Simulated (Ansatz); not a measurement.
# Sn: a single-point run

Wanted: a converged single-point run for Sn, and a check of what comes out. The structure is shown as the input types it.

Computed with Ansatz 0.2.0 (DFT, PBE, all-electron PAW with datasets made for the crystal, scalar-relativistic, unless a step's input says otherwise).

1 further run of the same task is left out (it didn't finish).

### 1 Starting point

The structure is monoclinic, space group C2/c (No. 15). Conventional cell: a = 3.181 Å, b = 8.247 Å, c = 4.420 Å, α = 90.00°, β = 111.09°, γ = 90.00°. Sn (site symmetry 2) has 6 Sn at 2.99 to 3.18 Å as nearest neighbours.

Cell or atoms stand a little off a more symmetric structure (I4_1/amd at a tolerance of 0.3 Å), so results at this geometry aren't those of that ideal crystal.

Structure file:

```xyz
2
Lattice="-2.9158 2.9158 1.5906 2.9158 -2.9158 1.5906 2.9158 2.9158 -1.5906" Properties=species:S:1:pos:R:3 pbc="T T T"
Sn    0.0354    0.0354    0.0000
Sn    0.0000    2.9158    0.7953
```

### 2 The run

Input file input.yaml:

```yaml
crystal:
  lattice:
    - [-2.91585, 2.91585, 1.59065]
    - [2.91585, -2.91585, 1.59065]
    - [2.91585, 2.91585, -1.59065]
  atoms:
    - { symbol: Sn, position: [0.0060625547, 0.0060625547, 0.0121251093] }
    - { symbol: Sn, position: [0.75, 0.25, 0.5] }
kpoints:
  mp_grid: { grid: [15, 15, 10] }
scf:
  occupations: { method: fermi_dirac, width: 0.05 }
hamiltonian:
  xc: pbe
  pseudopotentials: { kind: all_electron, datasets: crystal }
output:
  forces: true
  stress: true
  eigenvalues: true
  efg: { contact_densities: true }
```

**Question.** How will this run end, and is anything wrong with its input?

Nothing was computed: the input was turned down at the start. Its message: «memory limit exceeded: the `scf loop` phase needs 2.66 GiB against the run's memory maximum of 2.50 GiB; largest carriers: site augmentations 1.99 GiB, unmodelled-tail allowance 0.28 GiB, ion tables 0.17 GiB ...»

The job doesn't fit into the memory allowed. It asks for 2.66 GiB, and 2.50 GiB are there.

Remedy: give it more memory, or shrink what the message names as the largest carriers.
